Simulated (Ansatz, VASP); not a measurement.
# GeBr2: VASP beside Ansatz, part 2 of 3

One calculation is typed for both programs; each brings its own data sets and cutoff. How far apart do they land? The cell is generated by rule, not measured, and may not be a known phase. The cell is taken from a series of VASP runs on this material, whose earlier steps may have relaxed, scaled or displaced it; both programs get it as it stands.

VASP 6.6.1 and Ansatz 0.2.0.

So far: Starting point; VASP: zone-centre phonons, PBE.

## 2. VASP: zone-centre phonons, PBE (continued)

Level of this step: PBE; plane waves and PAW (Ge_d, Br); invented cell (VASP).

Numbers of over 12 decimals in the logs are rounded to 6 here.

From OUTCAR (step 2):

```text
ion  position               nearest neighbor table
   1  0.000  0.000  0.000-   3 2.80   3 2.80   3 2.80   2 2.80   3 2.80   2 2.80   2 2.80   2 2.80

  LATTYP: Found a face centered cubic cell.
 ALAT       =     6.4607800000

 Subroutine GETGRP returns: Found 48 space group operations
 (whereof 48 operations were pure point group operations)

The static configuration has the point symmetry O_h .

 Found     47 irreducible k-points:

   k-points           NKPTS =     47   k-points in BZ     NKDIM =     47   number of bands    NBANDS=     20

   dimension x,y,z NGX =    30 NGY =   30 NGZ =   30
   dimension x,y,z NGXF=    60 NGYF=   60 NGZF=   60

   ENCUT  =  410.0 eV  30.13 Ry    5.49 a.u.   7.54  7.54  7.54*2*pi/ulx,y,z

   NELECT =      28.0000    total number of electrons

 k-points in reciprocal lattice and weights: Automatic mesh
   0.00000000  0.00000000  0.00000000       0.001
   0.10000000  0.00000000  0.00000000       0.008
   0.20000000  0.00000000  0.00000000       0.008
   0.30000000  0.00000000  0.00000000       0.008
   0.40000000  0.00000000  0.00000000       0.008
   0.50000000  0.00000000  0.00000000       0.004
   0.10000000  0.10000000  0.00000000       0.006
   0.20000000  0.10000000  0.00000000       0.024
   0.30000000  0.10000000  0.00000000       0.024
[...]
-0.30000000  0.40000000  0.20000000       0.024
  -0.30000000  0.50000000  0.20000000       0.012

 average (electrostatic) potential at core
       1 -75.1526       2 -61.3181       3 -61.3181

  Total        6.2618316      6.2618316      6.2618316     -0.0000000      0.0000000      0.0000000
  in kB      148.8048533    148.8048533    148.8048533     -0.0000000      0.0000000      0.0000000
  external PRESSURE =     148.8048533 kB  Pullay stress =       0.0000000 kB

  energy-cutoff  :      410.00
  volume of cell :       67.42
      direct lattice vectors                 reciprocal lattice vectors
     0.000000000  3.230390000  3.230390000    -0.154780073  0.154780073  0.154780073
     3.230390000  0.000000000  3.230390000     0.154780073 -0.154780073  0.154780073
     3.230390000  3.230390000  0.000000000     0.154780073  0.154780073 -0.154780073

 POSITION                                       TOTAL-FORCE (eV/Angst)
 -----------------------------------------------------------------------------------
      0.00000      0.00000      0.00000        -0.000000     -0.000000     -0.000000
      1.61519      1.61519      1.61519         0.000000      0.000000      0.000000
      4.84558      4.84558      4.84558        -0.000000     -0.000000     -0.000000
 -----------------------------------------------------------------------------------
    total drift:                                0.000000     -0.000000     -0.000000

 MACROSCOPIC STATIC DIELECTRIC TENSOR (including local field effects in DFT)
 ------------------------------------------------------
           8.616256    -0.000000     0.000000
          -0.000000     8.616256    -0.000000
          -0.000000     0.000000     8.616256
 ------------------------------------------------------

 PIEZOELECTRIC TENSOR (including local field effects)  for field in x, y, z        (C/m^2)
          XX          YY          ZZ          XY          YZ          ZX
  --------------------------------------------------------------------------------
  x     0.00000     0.00000     0.00000     0.00000     0.00000     0.00000
  y     0.00000     0.00000     0.00000     0.00000     0.00000     0.00000
  z     0.00000     0.00000     0.00000     0.00000     0.00000     0.00000

 BORN EFFECTIVE CHARGES (including local field effects) (in |e|, cummulative output)
 ---------------------------------------------------------------------------------
 ion    1
    1     4.45986     0.00000     0.00000
    2     0.00000     4.45986     0.00000
    3     0.00000     0.00000     4.45986
 ion    2
    1    -2.22993     0.00000     0.00000
    2     0.00000    -2.22993     0.00000
    3     0.00000     0.00000    -2.22993
 ion    3
    1    -2.22993     0.00000     0.00000
    2     0.00000    -2.22993     0.00000
    3     0.00000     0.00000    -2.22993

 Eigenvectors and eigenvalues of the dynamical matrix
 ----------------------------------------------------

   1 f  =    5.209359 THz    32.731371 2PiTHz  173.765526 cm-1    21.544170 meV
             X         Y         Z           dx          dy          dz
      0.000000  0.000000  0.000000     0.000000   -0.000000   -0.000000
      1.615195  1.615195  1.615195    -0.456441   -0.540057    0.000000
      4.845585  4.845585  4.845585     0.456441    0.540057   -0.000000

   2 f  =    5.209359 THz    32.731371 2PiTHz  173.765526 cm-1    21.544170 meV
             X         Y         Z           dx          dy          dz
      0.000000  0.000000  0.000000     0.000000    0.000000   -0.000000
      1.615195  1.615195  1.615195    -0.540057    0.456441   -0.000000
      4.845585  4.845585  4.845585     0.540057   -0.456441    0.000000

   3 f  =    5.209359 THz    32.731371 2PiTHz  173.765526 cm-1    21.544170 meV
             X         Y         Z           dx          dy          dz
      0.000000  0.000000  0.000000    -0.000000    0.000000    0.000000
      1.615195  1.615195  1.615195    -0.000000    0.000000    0.707107
      4.845585  4.845585  4.845585     0.000000   -0.000000   -0.707107

   4 f  =    2.957129 THz    18.580192 2PiTHz   98.639218 cm-1    12.229699 meV
             X         Y         Z           dx          dy          dz
      0.000000  0.000000  0.000000    -0.000665    0.828713   -0.000004
      1.615195  1.615195  1.615195     0.000318   -0.395749    0.000002
      4.845585  4.845585  4.845585     0.000318   -0.395749    0.000002

   5 f  =    2.957129 THz    18.580192 2PiTHz   98.639218 cm-1    12.229699 meV
             X         Y         Z           dx          dy          dz
      0.000000  0.000000  0.000000    -0.805496   -0.000646    0.194787
      1.615195  1.615195  1.615195     0.384661    0.000308   -0.093020
      4.845585  4.845585  4.845585     0.384661    0.000308   -0.093020

   6 f  =    2.957129 THz    18.580192 2PiTHz   98.639218 cm-1    12.229699 meV
             X         Y         Z           dx          dy          dz
      0.000000  0.000000  0.000000     0.194787    0.000160    0.805496
      1.615195  1.615195  1.615195    -0.093020   -0.000076   -0.384662
      4.845585  4.845585  4.845585    -0.093020   -0.000076   -0.384662

   7 f/i=    0.002625 THz     0.016493 2PiTHz    0.087556 cm-1     0.010856 meV
             X         Y         Z           dx          dy          dz
      0.000000  0.000000  0.000000     0.374059    0.403888   -0.100939
      1.615195  1.615195  1.615195     0.391647    0.422878   -0.105685
      4.845585  4.845585  4.845585     0.391647    0.422878   -0.105685

   8 f/i=    0.002625 THz     0.016493 2PiTHz    0.087556 cm-1     0.010856 meV
             X         Y         Z           dx          dy          dz
      0.000000  0.000000  0.000000    -0.413113    0.376895   -0.022841
      1.615195  1.615195  1.615195    -0.432538    0.394616   -0.023915
      4.845585  4.845585  4.845585    -0.432538    0.394616   -0.023915

   9 f/i=    0.002625 THz     0.016493 2PiTHz    0.087556 cm-1     0.010856 meV
             X         Y         Z           dx          dy          dz
      0.000000  0.000000  0.000000     0.051491    0.089772    0.550022
      1.615195  1.615195  1.615195     0.053912    0.093993    0.575883
      4.845585  4.845585  4.845585     0.053912    0.093993    0.575883

 MACROSCOPIC STATIC DIELECTRIC TENSOR IONIC CONTRIBUTION
 ------------------------------------------------------
          29.882258    -0.000000    -0.000000
          -0.000000    29.882258     0.000000
          -0.000000     0.000000    29.882258
 ------------------------------------------------------

 ELASTIC MODULI CONTR FROM IONIC RELAXATION (kBar)
 Direction    XX          YY          ZZ          XY          YZ          ZX
 --------------------------------------------------------------------------------
 XX          -0.0000     -0.0000     -0.0000     -0.0000     -0.0000     -0.0000
 YY          -0.0000     -0.0000     -0.0000     -0.0000     -0.0000     -0.0000
 ZZ          -0.0000     -0.0000     -0.0000      0.0000     -0.0000     -0.0000
 XY          -0.0000     -0.0000      0.0000   -187.9502      0.0000      0.0000
 YZ          -0.0000     -0.0000     -0.0000      0.0000   -187.9502     -0.0000
 ZX          -0.0000     -0.0000     -0.0000      0.0000     -0.0000   -187.9502
 --------------------------------------------------------------------------------

 PIEZOELECTRIC TENSOR IONIC CONTR  for field in x, y, z        (C/m^2)
          XX          YY          ZZ          XY          YZ          ZX
  --------------------------------------------------------------------------------
  x     0.00000    -0.00000     0.00000     0.00000    -0.00000     0.00000
  y    -0.00000    -0.00000    -0.00000    -0.00000     0.00000    -0.00000
  z     0.00000     0.00000    -0.00000     0.00000     0.00000    -0.00000
```

Energies printed during the response cycles are not total energies of the cell. The dielectric response converges more slowly with the mesh than energies do, so tensor and charges may still move on a finer one.

## 3. Ansatz: zone-centre phonons, PBE

Ansatz runs on its default PAW (the set named soft_2) files.

The same cell, functional and mesh now go to Ansatz, which takes its cutoff from its data sets.

Contents of input.yaml:

```yaml
crystal:
  lattice:
    - [0.0, 3.23039, 3.23039]
    - [3.23039, 0.0, 3.23039]
    - [3.23039, 3.23039, 0.0]
  atoms:
    - { symbol: Ge, position: [0.0, 0.0, 0.0] }
    - { symbol: Br, position: [0.25, 0.25, 0.25] }
    - { symbol: Br, position: [0.75, 0.75, 0.75] }
hamiltonian:
  xc: pbe
  pseudopotentials: { kind: paw }
kpoints:
  mp_grid: { grid: [10, 10, 10] }
scf:
  occupations: { method: fixed }
phonons:
  method: dfpt
  qpoints: [[0, 0, 0]]
  dielectric: true
  rigid_motions: translations
```

Command:

```console
$ ansatz run input.yaml --threads 4 --pin off --max-ram 9216MiB --backend cpu --events-out ev --progress --plain --runs-dir out
```

The program printed:

```text
Engine: ansatz 0.2.0, aarch64-unknown-linux-gnu
Pseudopotentials: kind: paw
Pseudopotential: Ge, paw, valence charge 14, recommended cutoff 420 eV (normal), Ge.paw.azcp
Pseudopotential: Br, paw, valence charge 7, recommended cutoff 420 eV (normal), Br.paw.azcp
Functional definition: PBE
  parameter kappa = 0.804
  parameter beta = 0.066725
  exchange = pbe_x(kappa = kappa, mu = beta*pi^2/3)
  correlation = pbe_c(beta = beta)
Crystal: 3 atoms, lattice volume = 67.421 Å³
Basis set: ecut = 420 eV, 1363 PW (Γ), exchange–correlation on 64×64×64 points (8 copies of the dense FFT grid, shifted against one another)
Bands: 18, of which v1, the nominal top of the filled ones, is band 14 counted from 1 (13 counted from 0)
Symmetry: 48 space group operations
k-points: 171 of 1000 (irreducible under 4 space group operations, time reversal used)
Non-local potential: Ge, projectors of the file, l = 0: 2, l = 1: 2, l = 2: 3, l = 3: 1
Non-local potential: Br, projectors of the file, l = 0: 2, l = 1: 2, l = 2: 2
PAW form: soft (Blöchl's): semilocal exchange-correlation on the pseudo side does not see the compensation charge
PAW one-centre angular grid: Ge, 590 points (default); XC on 64 Gauss nodes
PAW one-centre angular grid: Br, 110 points (default); XC on 64 Gauss nodes
Initial density: superposition of atomic densities (neutral atoms: chi_scale 0, normalization atom), corrected by the library's trained network
Initial wavefunctions: pseudopotential atomic-orbital guess
Functional: x = pbe(κ = 0.804, μ = 0.219515), c = pbe(β = 0.066725)
SCF iter   1: F=—  HF=-9861.777454 eV  |F-HF|=—  |Δ(HF+E_count)|=         —  Δρ=1.15e-3  dr2=4.62e-4  ethr=1.77e-3  ⟨swp⟩=5.0  Hψ=14094  notcnv=0  defer=284
preconditioner: auto → none  [insulator: Δε(μ)=1.435 eV  Ē_g=10.520 eV  n_scr=14 (ndim 8)  ℏωp=19.2 eV  f_vac=0.045  ε∞_Penn≈4.3]
SCF iter   2: F=—  HF=-9861.776674 eV  |F-HF|=—  |Δ(HF+E_count)|=   7.80e-4  Δρ=4.91e-4  dr2=6.38e-5  ethr=1.65e-6  ⟨swp⟩=3.0  Hψ=8146  notcnv=0  defer=331
SCF iter   3: F=—  HF=-9861.776918 eV  |F-HF|=—  |Δ(HF+E_count)|=   2.44e-4  Δρ=2.71e-4  dr2=2.07e-5  ethr=2.28e-7  ⟨swp⟩=2.0  Hψ=5686  notcnv=0  defer=303
SCF iter   4: F=—  HF=-9861.777044 eV  |F-HF|=—  |Δ(HF+E_count)|=   1.26e-4  Δρ=1.30e-4  dr2=4.75e-6  ethr=7.40e-8  ⟨swp⟩=2.1  Hψ=4847  notcnv=0  defer=289
SCF iter   5: F=—  HF=-9861.777070 eV  |F-HF|=—  |Δ(HF+E_count)|=   2.59e-5  Δρ=3.83e-5  dr2=7.94e-7  ethr=1.70e-8  ⟨swp⟩=2.2  Hψ=4707  notcnv=0  defer=143
SCF iter   6: F=—  HF=-9861.777072 eV  |F-HF|=—  |Δ(HF+E_count)|=   2.08e-6  Δρ=1.14e-5  dr2=4.05e-8  ethr=2.84e-9  ⟨swp⟩=2.5  Hψ=5660  notcnv=0  defer=38
SCF iter   7: F=—  HF=-9861.777072 eV  |F-HF|=—  |Δ(HF+E_count)|=   2.32e-8  Δρ=3.66e-6  dr2=6.30e-9  ethr=1.45e-10  ⟨swp⟩=2.1  Hψ=5485  notcnv=0  defer=89
SCF iter   8: F=—  HF=-9861.777072 eV  |F-HF|=—  |Δ(HF+E_count)|=   5.24e-9  Δρ=1.02e-6  dr2=4.85e-10  ethr=2.25e-11  ⟨swp⟩=2.1  Hψ=4446  notcnv=0  defer=89
SCF iter   9: F=-9861.777072 eV  HF=-9861.777072 eV  |F-HF|=2.55e-11  |Δ(HF+E_count)|=  4.02e-10  Δρ=1.78e-7  dr2=1.02e-11  ethr=1.00e-12  ⟨swp⟩=10.6  Hψ=20783  notcnv=0
SCF 1 converged in 9 iterations: F = -9861.777072 eV  dr2 = 1.02e-11
  greatest PAW one-centre occupation: 0.999 electrons in one spin orbital (limit 2), on the Ge atom at site 0 (counted from 0), in its partial waves of l = 2
NSCF: frozen V_eff on 2 k-points
DFPT response loops at Γ: preconditioner auto → none (the input reference at scf.mixing.eps_inf says where Resta's filter doesn't serve); β = 0.50; Broyden in place of MSR1
── the response to a field inside a basis, on 10×10×10 k-points: an SCF that follows is theirs, and a resumed run solves both again ──
Bands: 15, of which v1, the nominal top of the filled ones, is band 14 counted from 1 (13 counted from 0)
k-points: 110 of 1000 (irreducible under 12 space group operations)
Initial density: handed on by an earlier stage of this run
Initial wavefunctions: pseudopotential atomic-orbital guess (no wavefunctions were taken with the density)
Eigensolver: Dense (110 Hₖ)
SCF iter   1: F=—  HF=-9861.772031 eV  |F-HF|=—  |Δ(HF+E_count)|=         —  Δρ=7.30e-5  dr2=1.16e-6  ethr=1.00e-1
preconditioner: auto → none  [insulator: Δε(μ)=1.528 eV  Ē_g=15.592 eV  n_scr=14 (ndim 8)  ℏωp=23.9 eV  f_vac=0.043  ε∞_Penn≈3.4]
SCF iter   2: F=—  HF=-9861.772032 eV  |F-HF|=—  |Δ(HF+E_count)|=   9.61e-7  Δρ=6.17e-5  dr2=1.00e-6  ethr=4.13e-9
SCF iter   3: F=—  HF=-9861.772033 eV  |F-HF|=—  |Δ(HF+E_count)|=   9.85e-7  Δρ=1.19e-5  dr2=7.07e-8  ethr=3.58e-9
SCF iter   4: F=-9861.772033 eV  HF=-9861.772033 eV  |F-HF|=7.01e-9  |Δ(HF+E_count)|=   3.54e-8  Δρ=3.75e-6  dr2=1.28e-8  ethr=2.52e-10
SCF 1 converged in 4 iterations: F = -9861.772033 eV  dr2 = 1.28e-8
  greatest PAW one-centre occupation: 0.998 electrons in one spin orbital (limit 2), on the Ge atom at site 0 (counted from 0), in its partial waves of l = 2
DFPT response loops at Γ: mixed as the last ones told, above
SCF converged after 9 iterations
Free energy (F): -9861.777072 eV
Harris-Foulkes:  -9861.777072 eV  (|F-HF|=2.55e-11)
Internal energy: -9861.777072 eV  (E = F + TS)
E sigma→0 (E₀):  -9861.777072 eV
Fermi energy:    7.150256 eV
--- Per-component energies (eV) ---
  E_band       = -152.499018
  E_kinetic    = 382.378924
  E_local      = -2935.882845  (includes V_loc(G=0)·N_el)
  E_nonlocal   = 553.953065
  E_hartree    = 1221.751953
  E_xc         = -606.747685
  E_vxc        = -274.391595  (∫ρ·V_xc dr)
  E_paw        = -6505.762593  (= ΣΔE_a)
  E_vpaw       = -322.060874  (= ΣTr[D̂ρ^β])
  E_aug_tail   = 0.000269  (compensation charges beyond the density's cutoff)
  E_ewald      = -1971.468159
  E_smearing   = -0.000000  (= −TS)
  E_closure    = -0.000000  (closes the sum)
  Σ components = -9861.777072   (vs F -9861.777072, Δ=0.00e0)
--- Band table (eV; the first three rows and the last of 171) ---
  k-point 0: bands = [... 10 lower, 3.3360, 5.0188, 5.0188, 5.0188, 8.9741, 8.9741, 8.9741, 13.6351]
  k-point 1: bands = [... 10 lower, 3.3143, 4.9508, 4.9508, 5.5348, 9.0431, 9.0945, 9.0945, 13.8966]
  k-point 2: bands = [... 10 lower, 3.2694, 4.7610, 4.7610, 6.3237, 9.4630, 9.4630, 9.4803, 14.5909]
  k-point 170: bands = [... 10 lower, 3.5125, 5.9638, 6.4627, 6.6455, 10.6183, 11.3202, 11.3980, 14.5988]
--- Phonons (Γ-DFPT): 2 representative perturbations + reference, on 171 of 1000 k-points (Σ response iterations 6) ---
  k mesh reduced under 4 symmetry operations, with k and −k counted as one. Each operation leaves every solved perturbation unchanged. A smaller set is not considered because the run solves the response to a homogeneous field
  ASR residual: 1.151e-4 → 0.000e0 eV/Å²; symmetrization residual: 4.405e-6 eV/Å²
  ASR residual per site (eV/Å²): 1.15e-4 3.71e-5 3.71e-5
  Γ frequencies (cm⁻¹): 0.00 0.00 0.00 97.34 97.34 97.34 173.47 173.47 173.47
  ε∞ (high-frequency dielectric tensor):
        8.623666    -0.000000     0.000000
       -0.000000     8.623666     0.000000
        0.000000     0.000000     8.623666
  ε⁰ (static dielectric tensor: ions relaxed, cell fixed):
       39.417849    -0.000000     0.000000
       -0.000000    39.417849    -0.000000
        0.000000    -0.000000    39.417849
  ε⁰ − ε∞ (ionic part):
       30.794183    -0.000000     0.000000
       -0.000000    30.794183    -0.000000
        0.000000    -0.000000    30.794183
  softest optical mode at Γ: 97.34 cm⁻¹; the repairs (sum rule, projections) moved no ω² at Γ by more than (0.76 cm⁻¹)²
  Born effective charges Z* (e; rows j = field, columns β = displacement):
    site 0:
         4.46823   -0.00000    0.00000
         0.00000    4.46823   -0.00000
         0.00000   -0.00000    4.46823
    site 1:
        -2.23411    0.00000   -0.00000
        -0.00000   -2.23411    0.00000
        -0.00000    0.00000   -2.23411
    site 2:
        -2.23411   -0.00000    0.00000
         0.00000   -2.23411   -0.00000
        -0.00000    0.00000   -2.23411
  Z* charge neutrality: 7.649e-4 e pre-enforcement
  solved inside a basis spanned on kpoints, on 10×10×10 k-points, its susceptibility summed on 14×14×14: ε∞ is read to err by 2.6e-2, Z* by 1.5e-2 e (field_mesh: kpoints solves on kpoints); Z* is corrected for what the basis lacks
  optical modes at Γ without the LO–TO term, one row a degenerate level:
      ω (cm⁻¹)  modes    IR ((D/Å)²/amu)
         97.34      3            27.6724
        173.47      3             0.0000
  optical modes at Γ + LO–TO along q̂ = [1.0000, 0.0000, 0.0000]:
      ω (cm⁻¹)  modes    IR ((D/Å)²/amu)
         97.34      2            18.4482
        173.47      3             0.0000
        208.12      1             9.2241
  optical modes at Γ + LO–TO along q̂ = [0.0000, 1.0000, 0.0000]:
      ω (cm⁻¹)  modes    IR ((D/Å)²/amu)
         97.34      2            18.4482
        173.47      3             0.0000
        208.12      1             9.2241
  optical modes at Γ + LO–TO along q̂ = [0.0000, 0.0000, 1.0000]:
      ω (cm⁻¹)  modes    IR ((D/Å)²/amu)
         97.34      2            18.4482
        173.47      3             0.0000
        208.12      1             9.2241
--- Phonons (arbitrary-q DFPT): 1 explicit q-point ---
  q = [0, 0, 0] (of the zone-centre solve; hermiticity 1.35e-6, symmetrization 2.33e-7): -0.00 -0.00 0.00 97.34 97.34 97.34 173.47 173.47 173.47
  sum rule: each row above includes the acoustic sum rule's correction from the zone centre's row sums; it moved no ω² by more than (0.66 cm⁻¹)²
```

It took 47 s on 4 threads of Arm Neoverse V1, shared host; peak memory 1 GiB.

Reading the cycles: dr2 is the Hartree energy of the density residual (eV), the measure of convergence; HF is the Harris–Foulkes estimate of the energy, which meets the free energy F at convergence.

## 4. Differences

Known differences besides the potentials themselves: the cutoff is 420 eV in Ansatz and 410 eV in VASP; VASP leaves aspherical gradient terms in its spheres out (LASPH is not set), Ansatz keeps them. Total energies have different zeros and are not compared.

Both answers:

```
                                     quantity  Ansatz   VASP  difference
                                        ε∞ xx    8.62   8.62     +0.09 %
                                        ε∞ yy    8.62   8.62     +0.09 %
                                        ε∞ zz    8.62   8.62     +0.09 %
Born charge of Ge1 (mean of the diagonal) (e)    4.47   4.46       +0.01
Born charge of Br2 (mean of the diagonal) (e)   -2.23  -2.23        0.00
                   optical mode 1 to 3 (cm⁻¹)    97.3   98.6     -1.32 %
                   optical mode 4 to 6 (cm⁻¹)   173.5  173.8     -0.17 %
```

Modes are paired by rising frequency and degeneracy, not by their patterns, so a pair may still set unlike modes beside each other.

[end of part 2 of 3]

[Lines on the potential files, build, host, timing and source positions are cut from VASP's logs without a mark.]

[Logs are printed without paths, hosts, clocks, repeated set-up lines and the standing remarks that a program may print on its own settings, such as how far it seeks lower states.]

[Hosts, paths, dates, database ids (printed as entryN), source tags and the programs' standing remarks are cut or masked in the printed files.]
